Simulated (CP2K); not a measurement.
Crystal: GaP.

```
Ga P
1.0
     3.85409    0.00000    0.00000
     1.92704    3.33774    0.00000
     1.92704    1.11258    3.14685
Ga P
1 1
Direct
  0.00000 0.00000 0.00000
  0.75000 0.75000 0.75000
```

Base run:

```yaml
Program: CP2K 2026.2
Functional: optB88-vdW
Potentials_or_basis: POTENTIAL_UZH Ga GTH-PBE-q13, P GTH-PBE-q5; TZVP-MOLOPT-PBE-GTH basis
Density_cutoff: 9184 eV
k_mesh: 8 × 8 × 8
Occupations: fermi-dirac, width 0.05 eV
Spin: no spin polarisation
```

Its results: band gap on the k mesh 1.63 eV, indirect (least direct gap 1.68 eV); pressure 3.2 GPa.

Question: After a change of settings the same cell gave: band gap on the k mesh 1.45 eV, indirect (least direct gap 1.57 eV); pressure -1.0 GPa. Which change was it?
A. functional from optB88-vdW to PBE
B. functional from optB88-vdW to AM05
C. functional from optB88-vdW to PBEsol
D. functional from optB88-vdW to LDA

Answer: D.

Caveats: the potentials were made for another functional, which shifts forces and pressure; the basis of atomic orbitals isn't converged, which shifts pressures, moduli and gaps.
